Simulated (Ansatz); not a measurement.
**Rhodium (dhcp) across density functionals**

All rows: Ansatz, plane waves with scalar-relativistic PAW, 420 eV (500 eV for the SCAN forms), relaxed under each functional, no dispersion correction, no zero-point motion. B₀ comes from uniform scaling at fixed shape; a dash is a value not given.

| functional | V (Å³/atom) | cell | B₀ (GPa) | magnetic state | ΔE to fcc (meV/atom) |
| --- | --- | --- | --- | --- | --- |
| PBE | 14.07 | a = 2.711 Å, c = 8.846 Å (c/a = 3.264) | 256 | non-magnetic | 19 |
| r²SCAN | 13.74 | a = 2.689 Å, c = 8.781 Å (c/a = 3.266) | 281 | non-magnetic | 23 |
| PBEsol | 13.54 | a = 2.677 Å, c = 8.732 Å (c/a = 3.262) | 294 | spin not included | 20 |
| revPBE | 14.28 | a = 2.725 Å, c = 8.885 Å (c/a = 3.261) | 242 | spin not included | 19 |
| RPBE | 14.36 | a = 2.730 Å, c = 8.901 Å (c/a = 3.261) | 237 | spin not included | 19 |
| BLYP | 14.88 | a = 2.762 Å, c = 9.007 Å (c/a = 3.261) | 214 | spin not included | 18 |

PBEsol gives the smallest volume and BLYP the largest.
